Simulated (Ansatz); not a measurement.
W: levels along high-symmetry lines

```xyz
1
Lattice="-1.5973 1.5973 1.5973 1.5973 -1.5973 1.5973 1.5973 1.5973 -1.5973" Properties=species:S:1:pos:R:3 pbc="T T T"
W     0.0000    0.0000    0.0000
```

Structure: COD 9006499, as refined from experiment and not relaxed. It was measured hot, at 2171 K.

All numbers below come from DFT, PBE, all-electron LAPW, Dirac equation with spin-orbit coupling in Ansatz 0.2.0.

Sampling and basis: a Γ-centred 14×14×14 k mesh, Fermi–Dirac smearing of 0.03 eV, basis error target 1 meV/atom, no spin polarisation.

Points in fractions of the reciprocal vectors of this cell: Γ (0, 0, 0), H (0.5, -0.5, 0.5), N (0, 0, 0.5), P (0.25, 0.25, 0.25). The path joins them by straight lines in the order Γ–H–N–Γ–P–H–P–N; legs that retrace an earlier one aren't tabulated. Energies are in eV from the Fermi level.

Question: Metal or insulator at this level of theory?

Answer: No gap opens: metallic or semimetallic.

Question: Tabulate bands 40 to 47, counted from the lowest band of the run, along the path.

Answer: 
| k (1/Å) | point | band 40 | band 41 | band 42 | band 43 | band 44 | band 45 | band 46 | band 47 |
| --- | --- | --- | --- | --- | --- | --- | --- | --- | --- |
| 0.00 | Γ | -9.46 | -1.37 | -1.37 | -1.37 | -1.37 | -0.86 | -0.86 | 2.26 |
| 0.39 |  | -8.56 | -1.43 | -1.43 | -1.22 | -1.22 | -0.65 | -0.65 | 1.02 |
| 0.79 |  | -6.32 | -1.58 | -1.58 | -1.21 | -1.21 | -0.73 | -0.73 | 0.56 |
| 1.18 |  | -4.46 | -3.70 | -3.70 | -0.11 | -0.11 | 0.49 | 0.49 | 2.33 |
| 1.57 |  | -5.12 | -4.97 | -4.97 | 2.12 | 2.12 | 2.84 | 2.84 | 4.19 |
| 1.97 | H | -5.61 | -5.61 | -5.61 | 4.76 | 4.76 | 4.76 | 4.76 | 5.48 |
| 2.24 |  | -5.35 | -5.27 | -5.27 | 2.69 | 2.69 | 3.43 | 3.43 | 5.11 |
| 2.52 |  | -4.79 | -4.28 | -4.28 | 0.24 | 0.24 | 0.97 | 0.97 | 5.30 |
| 2.80 |  | -4.87 | -2.75 | -2.75 | -1.68 | -1.68 | 0.13 | 0.13 | 5.56 |
| 3.08 |  | -5.69 | -2.99 | -2.99 | -0.87 | -0.87 | 1.24 | 1.24 | 4.39 |
| 3.36 | N | -6.09 | -3.45 | -3.45 | 0.48 | 0.48 | 2.07 | 2.07 | 3.05 |
| 3.64 |  | -6.09 | -3.27 | -3.27 | -0.61 | -0.61 | 2.10 | 2.10 | 2.92 |
| 3.91 |  | -6.53 | -2.79 | -2.79 | -1.77 | -1.77 | 1.76 | 1.76 | 2.40 |
| 4.19 |  | -7.80 | -2.12 | -2.12 | -1.67 | -1.67 | 0.58 | 0.58 | 1.54 |
| 4.47 |  | -9.00 | -1.55 | -1.55 | -1.33 | -1.33 | -0.63 | -0.63 | 1.88 |
| 4.75 | Γ | -9.46 | -1.37 | -1.37 | -1.37 | -1.37 | -0.86 | -0.86 | 2.26 |
| 5.09 |  | -8.78 | -1.64 | -1.64 | -1.50 | -1.50 | -0.33 | -0.33 | 1.96 |
| 5.43 |  | -7.05 | -2.44 | -2.44 | -2.41 | -2.41 | 1.87 | 1.87 | 1.90 |
| 5.77 |  | -4.89 | -3.23 | -3.23 | -3.07 | -3.07 | 2.36 | 2.36 | 2.74 |
| 6.11 |  | -3.54 | -3.14 | -3.14 | -2.94 | -2.94 | 2.88 | 2.88 | 3.17 |
| 6.45 | P | -3.31 | -2.74 | -2.74 | -2.74 | -2.74 | 3.21 | 3.21 | 3.21 |
| 6.79 |  | -4.07 | -2.72 | -2.72 | -2.38 | -2.38 | 2.82 | 2.82 | 3.19 |
| 7.13 |  | -4.01 | -3.00 | -3.00 | -2.74 | -2.74 | 2.43 | 2.43 | 2.91 |
| 7.47 |  | -4.09 | -3.95 | -3.95 | -2.00 | -2.00 | 2.88 | 2.88 | 3.20 |
| 7.81 |  | -5.18 | -5.14 | -5.14 | 1.62 | 1.62 | 4.11 | 4.11 | 4.17 |
| 8.15 | H | -5.61 | -5.61 | -5.61 | 4.76 | 4.76 | 4.76 | 4.76 | 5.48 |
| 9.86 | P | -3.31 | -2.74 | -2.74 | -2.74 | -2.74 | 3.21 | 3.21 | 3.21 |
| 10.05 |  | -3.54 | -3.15 | -3.15 | -2.30 | -2.30 | 3.04 | 3.04 | 3.25 |
| 10.25 |  | -4.28 | -3.46 | -3.46 | -1.57 | -1.57 | 2.74 | 2.74 | 3.20 |
| 10.45 |  | -5.20 | -3.50 | -3.50 | -0.70 | -0.70 | 2.41 | 2.41 | 3.13 |
| 10.64 |  | -5.85 | -3.47 | -3.47 | 0.11 | 0.11 | 2.16 | 2.16 | 3.08 |
| 10.84 | N | -6.09 | -3.45 | -3.45 | 0.48 | 0.48 | 2.07 | 2.07 | 3.05 |
